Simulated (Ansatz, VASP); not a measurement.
# ZnS in VASP and in Ansatz

```
CELL_PARAMETERS angstrom
0.00000 2.68387 2.68387
2.68387 0.00000 2.68387
2.68387 2.68387 0.00000
ATOMIC_POSITIONS crystal
Zn 0.75000 0.75000 0.75000
S 0.00000 0.00000 0.00000
```

Alike in both runs: task single point; functional r2SCAN; dispersion D4; k mesh 9 × 9 × 9; occupations fermi-dirac, width 0.05 eV; no spin polarisation.

|  | VASP | Ansatz |
| --- | --- | --- |
| version | VASP 6.6.1 | Ansatz 0.2.0 |
| potentials or method | VASP PAW PBE potentials, release 64 (Zn, S) | Ansatz PAW |
| plane-wave cutoff (eV) | 520 | 500 |
| valence electrons in the cell | 18 | 18 |

Ansatz gave:

- gap on the k mesh at the Fermi level (eV): 2.76
- least direct gap on the mesh (eV): 2.76
- pressure (GPa): 0.1
- dispersion energy (meV/atom): -117.4

**Question.** What did VASP give for the same quantities?

**Answer.** gap on the k mesh at the Fermi level (eV): 2.77; least direct gap on the mesh (eV): 2.77; pressure (GPa): 0.1; dispersion energy (meV/atom): -117.2.

Caveats: the PAW data sets were made with another functional, which shifts forces and pressure a little (VASP); odd divisions of the mesh miss points on the zone boundary, where band edges often lie, so the gap on the mesh can be too wide (Ansatz); the PAW data sets come from PBE, with cores solved anew for the run's functional, which leaves a small shift of forces and pressure (Ansatz). r2SCAN opens gaps a little over a GGA but as a rule still falls short of measured ones.
